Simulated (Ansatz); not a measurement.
# Σ5 (310) boundary in bcc W with C (interstitial): structure and resistance

Aim: the relaxed structure and the specific resistance of the Σ5 (310) boundary in bcc W with C (interstitial).

Method: Ansatz plane-wave DFT, PBE, PAW files; relaxation of a bicrystal slab with its lowest layers held; PAW set soft_1, in the first sound run; inputs show where later runs differ, in Ansatz 0.2.0.

## Step 1: Set-up

The cell holds 20 atoms: 19 W and 1 C. Its edges and angles: a = 5.248 Å, b = 3.165 Å, c = 29.414 Å, α = 90.0°, β = 90.0°, γ = 72.5°. It derives from W. built on the (3 1 0) plane; 1 overlapping atoms removed and the grains opened by 0.4 Å. Vacuum lies along c.

## Step 2: Relaxing the bicrystal

The boundary is built by mirroring the lower grain in the boundary plane and removing any atoms that overlap; then the C is put in at the boundary. A thin bicrystal slab is relaxed first, with the lowest layers held and the upper grain free to shift and open.

input.yaml reads:

```yaml
crystal:
  lattice:
    - [5.2482270683, 0.0, 0.0]
    - [0.9542231033, 3.0175184024, 0.0]
    - [0.0, 0.0, 29.4143574102]
  atoms:
    - { symbol: W, position: [0.8, 0.6000000001, 0.1699850155] }
    - { symbol: W, position: [0.2, 0.9, 0.2040091358] }
    - { symbol: W, position: [0.6, 0.2, 0.238033256] }
    - { symbol: W, position: [0.0, 0.5, 0.2720573763] }
    - { symbol: W, position: [0.4, 0.8, 0.3060814965] }
    - { symbol: W, position: [0.8, 0.1, 0.3401056168] }
    - { symbol: W, position: [0.2, 0.4, 0.3741297371] }
    - { symbol: W, position: [0.6, 0.7, 0.4081538573] }
    - { symbol: W, position: [0.0, 0.0, 0.4421779776] }
    - { symbol: C, position: [0.3333333333, 0.3333333333, 0.4506772283] }
    - { symbol: W, position: [0.6, 0.7, 0.4898008991] }
    - { symbol: W, position: [0.2, 0.4, 0.5238250193] }
    - { symbol: W, position: [0.8, 0.1, 0.5578491396] }
    - { symbol: W, position: [0.4, 0.8, 0.5918732599] }
    - { symbol: W, position: [0.0, 0.5, 0.6258973801] }
    - { symbol: W, position: [0.6, 0.2, 0.6599215004] }
    - { symbol: W, position: [0.2, 0.9, 0.6939456206] }
    - { symbol: W, position: [0.8, 0.6000000001, 0.7279697409] }
    - { symbol: W, position: [0.4, 0.3000000001, 0.7619938612] }
    - { symbol: W, position: [0.0, 1.0e-10, 0.7960179814] }
kpoints:
  mp_grid: { grid: [8, 8, 1] }
hamiltonian:
  xc: pbe
  pseudopotentials: { kind: paw, azcp: { folder: soft_1 } }
scf:
  occupations: { method: fermi_dirac, width: 0.1 }
relax:
  f_tol: 0.03
  max_steps: 80
  constraints: [{ sites: [0, 1, 2] }]
```

Started as:

```sh
$ ansatz run input.yaml --threads 4 --pin off --max-ram 15360MiB --backend cpu --events-out ev --progress --plain --runs-dir out
```

Numbers of over 12 decimals in the logs are rounded to 6 here.

The program printed:

```text
Engine: ansatz 0.2.0, aarch64-unknown-linux-gnu
Pseudopotentials: kind: paw
Pseudopotential: W, paw, valence charge 14, recommended cutoff 420 eV (normal), soft_1/W.paw.azcp
Pseudopotential: C, paw, valence charge 4, recommended cutoff 420 eV (normal), soft_1/C.paw.azcp
Functional definition: PBE
  parameter kappa = 0.804
  parameter beta = 0.066725
  exchange = pbe_x(kappa = kappa, mu = beta*pi^2/3)
  correlation = pbe_c(beta = beta)
Crystal: 20 atoms, lattice volume = 465.824 Å³
Basis set: ecut = 420 eV, 9131 PW (Γ), exchange–correlation on 72×48×400 points (8 copies of the dense FFT grid, shifted against one another)
Bands: 162, of which v1, the nominal top of the filled ones, is band 135 counted from 1 (134 counted from 0)
Symmetry: 2 space group operations
Space group: Cm (ITA 8), of the structure as read, at distance tolerance 7.8e-5 Å
k-points: 21 of 64 (time reversal used)
Non-local potential: W, projectors of the file, l = 0: 3, l = 1: 2, l = 2: 2, l = 3: 1
Non-local potential: C, projectors of the file, l = 0: 2, l = 1: 2, l = 2: 1
PAW form: soft (Blöchl's): semilocal exchange-correlation on the pseudo side does not see the compensation charge
PAW one-centre angular grid: W, 590 points (default); XC on 64 Gauss nodes
PAW one-centre angular grid: C, 110 points (default); XC on 64 Gauss nodes
Initial density: superposition of atomic densities (neutral atoms: chi_scale 0, normalization atom)
Initial wavefunctions: pseudopotential atomic-orbital guess
Functional: x = pbe(κ = 0.804, μ = 0.219515), c = pbe(β = 0.066725)
SCF iter   1: F=—  HF=-197582.819402 eV  |F-HF|=—  |Δ(HF+E_count)|=         —  Δρ=6.17e-2  dr2=1.81e2  ethr=3.10e-3  ⟨swp⟩=8.6  Hψ=15776  notcnv=0
preconditioner: auto → LDOS  [metal: Δε(μ)=0.014 eV  Ē_g=5.427 eV  σ=0.100 eV  W_gap=0.04  n_scr=116 (ndim 8)  ℏωp=18.7 eV  f_vac=0.279  D(μ)=12.88/eV (n_scr^D=82)  β→1.0]
SCF iter   2: F=—  HF=-197579.562719 eV  |F-HF|=—  |Δ(HF+E_count)|=    3.26e0  Δρ=5.13e-2  dr2=1.83e2  ethr=3.10e-3  ⟨swp⟩=5.8  Hψ=10372  notcnv=0  defer=2
SCF iter   3: F=—  HF=-197573.882586 eV  |F-HF|=—  |Δ(HF+E_count)|=    5.68e0  Δρ=1.04e-2  dr2=2.56e0  ethr=3.10e-3  ⟨swp⟩=4.1  Hψ=7597  notcnv=0  defer=9
SCF iter   4: F=—  HF=-197573.655912 eV  |F-HF|=—  |Δ(HF+E_count)|=   2.27e-1  Δρ=3.03e-3  dr2=1.19e-1  ethr=9.50e-4  ⟨swp⟩=3.2  Hψ=5458  notcnv=0  defer=5
SCF iter   5: F=—  HF=-197573.646782 eV  |F-HF|=—  |Δ(HF+E_count)|=   9.13e-3  Δρ=1.33e-3  dr2=4.55e-2  ethr=4.40e-5  ⟨swp⟩=3.1  Hψ=5329  notcnv=0  defer=3
SCF iter   6: F=—  HF=-197573.644608 eV  |F-HF|=—  |Δ(HF+E_count)|=   2.17e-3  Δρ=5.52e-4  dr2=8.36e-3  ethr=1.68e-5  ⟨swp⟩=2.1  Hψ=4687  notcnv=0  defer=2
SCF iter   7: F=—  HF=-197573.644128 eV  |F-HF|=—  |Δ(HF+E_count)|=   4.80e-4  Δρ=1.68e-4  dr2=3.51e-4  ethr=3.10e-6  ⟨swp⟩=2.2  Hψ=4697  notcnv=0  defer=2
SCF iter   8: F=—  HF=-197573.644115 eV  |F-HF|=—  |Δ(HF+E_count)|=   1.23e-5  Δρ=6.55e-5  dr2=1.09e-4  ethr=1.30e-7  ⟨swp⟩=3.0  Hψ=6060  notcnv=0  defer=2
SCF iter   9: F=-197573.644115 eV  HF=-197573.644122 eV  |F-HF|=7.04e-6  |Δ(HF+E_count)|=   7.00e-6  Δρ=2.24e-5  dr2=1.25e-5  ethr=8.33e-9  ⟨swp⟩=3.5  Hψ=12344  notcnv=0
SCF 1 converged in 9 iterations: F = -197573.644115 eV  dr2 = 1.25e-5
  greatest PAW one-centre occupation: 0.999 electrons in one spin orbital (limit 2), on the W atom at site 2 (counted from 0), in its partial waves of l = 0
relax step   1: F+E_penalty+E_count = -197573.64411525 eV  Δ(F+E_penalty+E_count) = +0.000e0 eV  max|allowed force component| = 2.898e0 eV/Å  Δτ_max = 0.0000 Å  (9 SCF iters, dr2 threshold 2.25e-5 eV, accepted)
Initial density: handed on by an earlier stage of this run
Initial wavefunctions: those handed on with the density
iter 1 solved again at ethr=1.08e-3 eV; its pass at ethr=3.10e-3 eV (dr2=2.91e0 eV) is discarded
SCF iter   1: F=—  HF=-197574.556285 eV  |F-HF|=—  |Δ(HF+E_count)|=         —  Δρ=1.29e-2  dr2=2.90e0  ethr=1.08e-3  ⟨swp⟩=1.5  Hψ=12057  notcnv=0
preconditioner: auto → LDOS  [metal: Δε(μ)=0.026 eV  Ē_g=5.004 eV  σ=0.100 eV  W_gap=0.06  n_scr=116 (ndim 8)  ℏωp=18.7 eV  f_vac=0.287  D(μ)=12.63/eV (n_scr^D=82)  β→1.0]
SCF iter   2: F=—  HF=-197574.436146 eV  |F-HF|=—  |Δ(HF+E_count)|=   1.20e-1  Δρ=5.76e-3  dr2=5.05e-1  ethr=1.07e-3  ⟨swp⟩=4.0  Hψ=6206  notcnv=0
SCF iter   3: F=—  HF=-197574.353977 eV  |F-HF|=—  |Δ(HF+E_count)|=   8.22e-2  Δρ=1.86e-3  dr2=5.17e-2  ethr=1.87e-4  ⟨swp⟩=3.4  Hψ=7226  notcnv=0
SCF iter   4: F=—  HF=-197574.343081 eV  |F-HF|=—  |Δ(HF+E_count)|=   1.09e-2  Δρ=3.89e-4  dr2=2.71e-3  ethr=1.91e-5  ⟨swp⟩=2.5  Hψ=5315  notcnv=0
SCF iter   5: F=—  HF=-197574.343228 eV  |F-HF|=—  |Δ(HF+E_count)|=   1.47e-4  Δρ=1.22e-4  dr2=2.72e-4  ethr=1.00e-6  ⟨swp⟩=2.0  Hψ=5278  notcnv=0
SCF iter   6: F=-197574.343258 eV  HF=-197574.343273 eV  |F-HF|=1.50e-5  |Δ(HF+E_count)|=   4.42e-5  Δρ=5.33e-5  dr2=3.47e-5  ethr=3.70e-8  ⟨swp⟩=3.0  Hψ=13342  notcnv=0
SCF 2 converged in 6 iterations: F = -197574.343258 eV  dr2 = 3.47e-5
relax step   2: F+E_penalty+E_count = -197574.34325765 eV  Δ(F+E_penalty+E_count) = -6.991e-1 eV  max|allowed force component| = 8.993e-1 eV/Å  Δτ_max = 0.1949 Å  (6 SCF iters, dr2 threshold 1.00e-4 eV, accepted)
iter 1 solved again at ethr=1.73e-3 eV; its pass at ethr=3.10e-3 eV (dr2=4.67e0 eV) is discarded
SCF iter   1: F=—  HF=-197574.635699 eV  |F-HF|=—  |Δ(HF+E_count)|=         —  Δρ=1.38e-2  dr2=4.57e0  ethr=1.73e-3  ⟨swp⟩=1.0  Hψ=12695  notcnv=0
preconditioner: auto → LDOS  [metal: Δε(μ)=0.009 eV  Ē_g=4.966 eV  σ=0.100 eV  W_gap=0.02  n_scr=116 (ndim 8)  ℏωp=18.7 eV  f_vac=0.281  D(μ)=12.65/eV (n_scr^D=82)  β→1.0]
SCF iter   2: F=—  HF=-197574.554679 eV  |F-HF|=—  |Δ(HF+E_count)|=   8.10e-2  Δρ=4.51e-3  dr2=3.34e-1  ethr=1.69e-3  ⟨swp⟩=2.5  Hψ=4279  notcnv=0  defer=1
SCF iter   3: F=—  HF=-197574.525073 eV  |F-HF|=—  |Δ(HF+E_count)|=   2.96e-2  Δρ=2.83e-3  dr2=1.36e-1  ethr=1.24e-4  ⟨swp⟩=3.0  Hψ=7516  notcnv=0
SCF iter   4: F=—  HF=-197574.504183 eV  |F-HF|=—  |Δ(HF+E_count)|=   2.09e-2  Δρ=1.13e-3  dr2=1.57e-2  ethr=5.03e-5  ⟨swp⟩=2.0  Hψ=4772  notcnv=0
SCF iter   5: F=—  HF=-197574.501301 eV  |F-HF|=—  |Δ(HF+E_count)|=   2.88e-3  Δρ=2.61e-4  dr2=8.52e-4  ethr=5.83e-6  ⟨swp⟩=2.0  Hψ=4968  notcnv=0
SCF iter   6: F=—  HF=-197574.501148 eV  |F-HF|=—  |Δ(HF+E_count)|=   1.52e-4  Δρ=7.40e-5  dr2=8.07e-5  ethr=3.15e-7  ⟨swp⟩=2.1  Hψ=5679  notcnv=0
SCF iter   7: F=-197574.501132 eV  HF=-197574.501137 eV  |F-HF|=5.22e-6  |Δ(HF+E_count)|=   1.16e-5  Δρ=2.41e-5  dr2=7.72e-6  ethr=1.87e-8  ⟨swp⟩=5.0  Hψ=11209  notcnv=0
SCF 3 converged in 7 iterations: F = -197574.501132 eV  dr2 = 7.72e-6
relax step   3: F+E_penalty+E_count = -197574.50113164 eV  Δ(F+E_penalty+E_count) = -1.579e-1 eV  max|allowed force component| = 3.594e-1 eV/Å  Δτ_max = 0.1702 Å  (7 SCF iters, dr2 threshold 5.05e-5 eV, accepted)
[...]
relax step   4: F+E_penalty+E_count = -197574.51482648 eV  Δ(F+E_penalty+E_count) = -1.369e-2 eV  max|allowed force component| = 2.138e-1 eV/Å  Δτ_max = 0.0510 Å  (5 SCF iters, dr2 threshold 1.24e-5 eV, accepted)
[...]
relax step   5: F+E_penalty+E_count = -197574.51926078 eV  Δ(F+E_penalty+E_count) = -4.434e-3 eV  max|allowed force component| = 9.931e-2 eV/Å  Δτ_max = 0.0231 Å  (5 SCF iters, dr2 threshold 7.30e-6 eV, accepted)
[...]
relax step   6: F+E_penalty+E_count = -197574.52039623 eV  Δ(F+E_penalty+E_count) = -1.135e-3 eV  max|allowed force component| = 1.501e-2 eV/Å  Δτ_max = 0.0072 Å  (5 SCF iters, dr2 threshold 2.13e-6 eV, accepted)
iter 1 solved again at ethr=7.82e-11 eV; its pass at ethr=3.10e-3 eV (dr2=2.11e-7 eV) is discarded
SCF iter   1: F=—  HF=-197574.520390 eV  |F-HF|=—  |Δ(HF+E_count)|=         —  Δρ=5.28e-6  dr2=2.11e-7  ethr=7.82e-11  ⟨swp⟩=2.3  Hψ=8315  notcnv=0
preconditioner: auto → LDOS  [metal: Δε(μ)=0.023 eV  Ē_g=4.965 eV  σ=0.100 eV  W_gap=0.06  n_scr=116 (ndim 8)  ℏωp=18.7 eV  f_vac=0.281  D(μ)=12.57/eV (n_scr^D=82)  β→1.0]
SCF iter   2: F=—  HF=-197574.520396 eV  |F-HF|=—  |Δ(HF+E_count)|=   6.86e-6  Δρ=3.59e-6  dr2=1.81e-7  ethr=7.82e-11  ⟨swp⟩=2.8  Hψ=6191  notcnv=0
SCF iter   3: F=-197574.520396 eV  HF=-197574.520396 eV  |F-HF|=9.66e-9  |Δ(HF+E_count)|=   3.42e-8  Δρ=1.31e-6  dr2=2.01e-8  ethr=3.70e-11  ⟨swp⟩=2.7  Hψ=13384  notcnv=0
SCF 7 converged in 3 iterations: F = -197574.520396 eV  dr2 = 2.01e-8
relax step   7: F+E_penalty+E_count = -197574.52039633 eV  Δ(F+E_penalty+E_count) = -1.040e-7 eV  max|allowed force component| = 1.499e-2 eV/Å  Δτ_max = 0.0000 Å  (3 SCF iters, accepted)
SCF converged after 3 iterations
Free energy (F): -197574.520396 eV
Harris-Foulkes:  -197574.520396 eV  (|F-HF|=9.66e-9)
Internal energy: -197574.103297 eV  (E = F + TS)
E sigma→0 (E₀):  -197574.311847 eV
Entropy (-TS):   -0.417099 eV (-20.855 meV/atom)
Fermi energy:    13.348621 eV
--- Per-component energies (eV) ---
  E_band       = -3975.722086
  E_kinetic    = 8075.003377
  E_local      = -235184.835335  (includes V_loc(G=0)·N_el)
  E_nonlocal   = -456.988864
  E_hartree    = 115559.382160
  E_xc         = -5119.660597
  E_vxc        = -4435.380303  (∫ρ·V_xc dr)
  E_paw        = -163077.291651  (= ΣΔE_a)
  E_vpaw       = -3092.296433  (= ΣTr[D̂ρ^β])
  E_aug_tail   = 0.002847  (compensation charges beyond the density's cutoff)
  E_ewald      = 82630.284767
  E_smearing   = -0.417099  (= −TS)
  E_closure    = -0.000000  (closes the sum)
  Σ components = -197574.520396   (vs F -197574.520396, Δ=0.00e0)
--- Forces (eV/Å), atoms counted from 1 ---
  atom   1  W      0.37746238    -0.11936409     1.91013520
  atom   2  W     -0.51325092     0.16230419    -0.78120338
  atom   3  W      0.13853159    -0.04380754    -1.12471674
  atom   4  W     -0.00070466     0.00022283     0.00308319
  atom   5  W      0.00469242    -0.00148387    -0.00366216
  atom   6  W     -0.00024816     0.00007847    -0.01221038
  atom   7  W      0.00139644    -0.00044159     0.00366318
  atom   8  W      0.00120467    -0.00038095     0.00555709
  atom   9  W     -0.01062557     0.00336010    -0.00014670
  atom  10  C      0.00365090    -0.00115451    -0.00143164
  atom  11  W     -0.00575782     0.00182078    -0.00444534
  atom  12  W      0.00112998    -0.00035733     0.00021147
  atom  13  W      0.00075171    -0.00023771     0.01498796
  atom  14  W      0.00337091    -0.00106598     0.00275512
  atom  15  W      0.00062237    -0.00019681    -0.00405951
  atom  16  W     -0.00118913     0.00037604    -0.00616814
  atom  17  W      0.00170950    -0.00054059    -0.00035623
  atom  18  W     -0.00220030     0.00069580     0.00282516
  atom  19  W      0.00038336    -0.00012123    -0.00384234
  atom  20  W     -0.00091354     0.00028889    -0.00094092
  max |Σ_I F_I| component: 3.49e-5 eV/Å
--- Relaxed structure (7 steps of the walk, 7 accepted, 0 SCFs on fresh bases) ---
  F+E_penalty+E_count = -197574.52039633 eV   max|allowed force component| = 1.499e-2 eV/Å
  atoms:
    - { symbol: W, position: [0.800000, 0.600000, 0.169985] }
    - { symbol: W, position: [0.200000, 0.900000, 0.204009] }
    - { symbol: W, position: [0.600000, 0.2, 0.238033256] }
    - { symbol: W, position: [0.00295882, 0.498521, 0.271515] }
    - { symbol: W, position: [0.403291, 0.798355, 0.306365] }
    - { symbol: W, position: [0.804453, 0.097774, 0.340296] }
    - { symbol: W, position: [0.194968, 0.402516, 0.375406] }
    - { symbol: W, position: [0.600238, 0.699881, 0.407345] }
    - { symbol: W, position: [0.037228, -0.018614, 0.451419] }
    - { symbol: C, position: [0.362492, 0.318754, 0.451043] }
    - { symbol: W, position: [0.600154, 0.699923, 0.494976] }
    - { symbol: W, position: [0.195912, 0.402044, 0.526803] }
    - { symbol: W, position: [0.803890, 0.098055, 0.562067] }
    - { symbol: W, position: [0.401348, 0.799326, 0.596252] }
    - { symbol: W, position: [0.0040878, 0.497956, 0.630352] }
    - { symbol: W, position: [0.605987, 0.197007, 0.664835] }
    - { symbol: W, position: [0.205706, 0.897147, 0.698818] }
    - { symbol: W, position: [0.802066, 0.598967, 0.734054] }
    - { symbol: W, position: [0.396414, 0.301793, 0.768144] }
    - { symbol: W, position: [0.014987, -0.00749364, 0.795713] }
```

The job ended after 5.1 min (4 threads of Arm Neoverse V1, shared host; peak memory 2.3 GiB).

Step by step:

```csv
step,energy less that of the first step (eV),largest force component (eV/Å)
1,0.0000,2.8985
2,-0.6991,0.8993
3,-0.8570,0.3594
4,-0.8707,0.2138
5,-0.8751,0.0993
6,-0.8763,0.0150
7,-0.8763,0.0150
```

Forces are held to the 2 operations that the run works with; a distortion that breaks them can't arise in this run.

The atoms that moved most (Å):

```csv
atom,dx,dy,dz,length
W9,0.178,-0.056,0.272,0.330
W19,-0.017,0.005,0.181,0.182
W18,0.010,-0.003,0.179,0.179
W11,0.001,0.000,0.152,0.152
W16,0.029,-0.009,0.145,0.148
C10,0.139,-0.044,0.011,0.146
W17,0.027,-0.009,0.143,0.146
W15,0.020,-0.006,0.131,0.133
```

This step gave:

```yaml
free_energy: -197574.5204 eV
energy_at_zero_smearing: -197574.3118 eV
fermi_energy: 13.35 eV
```

The largest force component on a free atom ends at 0.015 eV/Å, under the tolerance of 0.03, after 7 steps.

[end of part 1 of 2]

[Logs are printed without paths, hosts, clocks, repeated set-up lines and the standing remarks that a program may print on its own settings, such as how far it seeks lower states.]

[Hosts, paths, dates, database ids (printed as entryN), source tags and the programs' standing remarks are cut or masked in the printed files.]
